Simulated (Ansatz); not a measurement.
Computed with Ansatz, DFT PBE, scalar-relativistic, plane waves, PAW. All cells share a 420 eV cutoff and Γ-centred k meshes spaced at most about 0.3 Å⁻¹ (about 0.25 or finer for metals, 2π included). No spin polarisation in the final relaxations.

These are static total energies at zero pressure.

Two relaxed structures of GaAs:

A.

```
CELL_PARAMETERS angstrom
3.81700 0.00000 0.00000
0.00000 3.81700 0.00000
0.00000 0.00000 6.81509
ATOMIC_POSITIONS crystal
Ga 0.00000 0.50000 0.00000
Ga 0.50000 0.00000 0.50000
As 0.50000 0.50000 0.25000
As 0.50000 0.50000 0.75000
```

B.

```
CELL_PARAMETERS angstrom
3.81014 0.00000 0.00000
0.00000 3.81014 0.00000
0.00000 0.00000 2.73891
ATOMIC_POSITIONS crystal
Ga 0.50000 0.50000 0.50000
As 0.00000 0.00000 0.50000
```

Question: Which is lower in energy, and by how much?

Answer: B is lower, by 148 meV/atom. A has space group P4_2/mmc (No. 131), 24.8 Å³/atom and no gap on its mesh; B has space group P4/mmm (No. 123), 19.9 Å³/atom and no gap. The denser one is the lower, and pressure would at first widen the difference. Even the lower one lies +0.05 eV/atom against the reference forms of the elements (uncorrected), so neither is stable at this level. In A, Ga is surrounded by 4 As at 2.56 Å; As is surrounded by 4 Ga at 2.56 Å. In B, Ga is surrounded by 4 As at 2.69 Å and 2 Ga at 2.74 Å; As has 4 Ga at 2.69 Å and 2 As at 2.74 Å. Both come from invented guesses. The part of the Crystallography Open Database at hand lists GaAs in space group No. 216, which no cell shown has.

Cells relaxed within their symmetry can be saddle points.
